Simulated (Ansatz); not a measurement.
Results of revPBE (Ansatz, an electronic-structure program, PAW) for zinc-blende ZnTe.

Run with plane-wave cutoff 520 eV, 10×10×10 k mesh, Fermi–Dirac smearing 0.01 eV, scalar-relativistic PAW data made under PBE.

Energies at three volumes about the minimum:

| V (Å³/atom) | E − E_lowest (meV/atom) |
|---|---|
| 29.775 | 1.55 |
| 30.383 | 0.00 |
| 30.991 | 1.43 |

Fit a parabola by hand: where is the minimum, what lattice constant follows, and what is the bulk modulus?

Slopes: (0.00 − 1.55)/(30.383 − 29.775) = -2.549 and (1.43 − 0.00)/(30.991 − 30.383) = 2.352 meV/Å³. Curvature E″ = 2 × (2.352 − (-2.549))/(30.991 − 29.775) = 8.061 meV/Å⁶. From the middle of the first interval, the slope vanishes at V0 = 30.0790 − (-2.549)/8.061 = 30.395 Å³/atom. B = V0 E″ = 30.395 × 8.061 meV/Å³ × 0.1602 GPa per meV/Å³ = 39.3 GPa. With 8 atoms in the cube, a = (8 × 30.395)^(1/3) = 6.242 Å. The full Birch–Murnaghan fit to all volumes gives V0 = 30.383 Å³/atom and B0 = 39.2 GPa.

Measured, for comparison: bulk modulus 51 ± 3 GPa (room temperature, not corrected to a static lattice; as tabulated in Determination of phase transition pressures of ZnTe under quasihydrostatic …); lattice constant a 6.104 Å (room temperature, not corrected to a static lattice, our sources range from 6.089 to 6.104; as tabulated in Albrecht et al. (1997), arXiv:cond-mat/9706128). Computed (rounded) less measured: bulk modulus -23 %.
